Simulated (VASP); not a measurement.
Set up this calculation in VASP 6.6.1, as the native input.

```yaml
Task: relaxation of the atoms
Functional: PBE
Dispersion: D3(BJ)
Potentials_or_basis: VASP PAW PBE potentials, release 64 (Ca_sv, O)
Cutoff: 600 eV
k_mesh: 10 × 10 × 10
Occupations: gaussian, width 0.03 eV
Spin: no spin polarisation
Further_INCAR_settings: ALGO = Normal; EDIFF = 1e-07; IBRION = 2; EDIFFG = -0.01; NSW = 40
```

The structure of CaO (Lime) lies in POSCAR:

```
CaO                                     
1.0
    0.0000000000      2.3463872800      2.3463872800
    2.3463872800      0.0000000000      2.3463872800
    2.3463872800      2.3463872800      0.0000000000
  Ca              O             
     1     1
Direct
     0.0000000000000000    0.0000000000000000    0.0000000000000000
     0.5000000000000000    0.5000000000000000    0.5000000000000000
```

The cell isn't the ideal one: a relaxed cell with its volume scaled by 0.94.

The input as run:

INCAR

```
ALGO = Normal
EDIFF = 1E-7
EDIFFG = -0.01
ENCUT = 600
GGA = PE
IBRION = 2
ISIF = 2
ISMEAR = 0
IVDW = 12
LASPH = T
LCHARG = F
LREAL = F
LWAVE = F
NELM = 80
NSW = 40
PREC = Accurate
SIGMA = 0.03
```

KPOINTS

```
k-points
0
Gamma
  10 10 10
```

Potentials or basis: VASP PAW PBE potentials, release 64 (Ca_sv, O).

The run is started by

```console
$ cat potpaw_PBE.64/Ca_sv/POTCAR potpaw_PBE.64/O/POTCAR > POTCAR
$ mpirun -np 1 vasp_std > vasp.out
```

It gave:

- Pressure after relaxing: 8.0 GPa
- Band gap on the k mesh: 3.60 eV, indirect (least direct gap 3.96 eV)
- Dispersion energy per atom: -0.293 eV

Caveat: the relaxation stopped at its first step, so nothing moved.

Run time: 12 s on 1 thread of AMD EPYC 9R45 96-Core Processor (Zen 5), on a shared host, peak memory 0.15 GiB.
